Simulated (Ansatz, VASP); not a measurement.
One calculation of ZnCu, two programs

```
CELL_PARAMETERS angstrom
2.94500 -0.02945 -0.02945
-0.02945 2.94500 -0.02945
-0.02945 -0.02945 2.94500
ATOMIC_POSITIONS crystal
Zn 0.50000 0.50000 0.50000
Cu 0.00000 0.00000 0.00000
```

Change from the starting cell: equal xy, yz and zx shear strains of -2 %.

Alike in both runs: task single point; functional PBEsol; k mesh 14 × 14 × 14; occupations fermi-dirac, width 0.05 eV; no spin polarisation.

```csv
,VASP,Ansatz
version,VASP 6.6.1,Ansatz 0.2.0
potentials or method,"VASP PAW PBE potentials, release 64 (Zn, Cu), cutoff 520 eV","all-electron LAPW, scalar-relativistic"
```

|  | VASP | Ansatz | Ansatz less VASP |
| --- | --- | --- | --- |
| pressure (GPa) | -3.9 | -4.6 | -0.63 |
| largest component of the traceless stress (GPa) | 2.09 | 2.07 | -0.020 |

Ansatz ran all-electron here, so the differences hold the error of VASP's frozen core and of both bases.

Caveats: the PAW data sets were made with another functional, which shifts forces and pressure a little (VASP).
